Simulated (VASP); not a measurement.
Al2O3: core levels with PBEsol

Crystal: Al2O3.

```
Al O
1.0
     3.01748    0.00000    0.00000
    -1.50874    2.61322    0.00000
     0.00000    0.00000    7.57464
Al O
2 3
Direct
  0.00000 0.00000 0.72205
  0.00000 0.00000 0.27795
  0.00000 0.00000 0.50000
  0.66667 0.33333 0.80055
  0.33333 0.66667 0.19945
```

Measurements of this composition are mostly on another form, of space group No. 167.

```
Program                : VASP 6.6.1
Task                   : core levels
Functional             : PBEsol
Potentials or basis    : VASP PAW PBE potentials, release 64 (Al, O)
Cutoff                 : 520 eV
k mesh                 : 10 × 10 × 4
Occupations            : gaussian, width 0.02 eV
Spin                   : no spin polarisation
Further INCAR settings : ALGO = Fast; EDIFF = 1e-06
```

```
Pressure               : -3.5 GPa
Largest force          : 0.188 eV/Å
Band gap on the k mesh : 2.19 eV, direct
```

Forces on the atoms (eV/Å):
```
Al   0.000  0.000 -0.092
Al   0.000  0.000  0.092
O    0.000  0.000  0.000
O    0.000  0.000 -0.188
O    0.000  0.000  0.188
```

Stress tensor (GPa, compression positive):
```
-3.95  0.00  0.00
 0.00 -3.95  0.00
 0.00  0.00 -2.63
```

Levels at points of the mesh, in eV from the valence-band top:
```
           k point  band 10  band 11  band 12  band 13  band 14  band 15
(0.00, 0.00, 0.00)    -2.34     0.00     0.00     2.19     4.19     7.22
(0.50, 0.00, 0.00)    -3.12    -1.78    -0.49     4.45     6.08     8.06
(0.00, 0.00, 0.50)    -3.12     0.00     0.00     3.15     3.23     7.98
(0.50, 0.00, 0.50)    -3.34    -1.71    -0.49     4.90     5.47     8.00
```

Core levels (eV, on the scale of the bands):
| atom | levels |
| --- | --- |
| 1 Al | 1s -1500.8, 2s -98.1, 2p -59.6 |
| 2 Al | 1s -1500.8, 2s -98.1, 2p -59.6 |
| 3 O | 1s -499.7 |
| 4 O | 1s -502.2 |
| 5 O | 1s -502.2 |

Wall time 22 s on 1 thread of Intel(R) Xeon(R) 6975P-C (Granite Rapids), with other jobs on the host, peak memory 0.19 GiB.

Caveat: the PAW data sets were made with another functional, which shifts forces and pressure a little. A k mesh can miss the band edges.
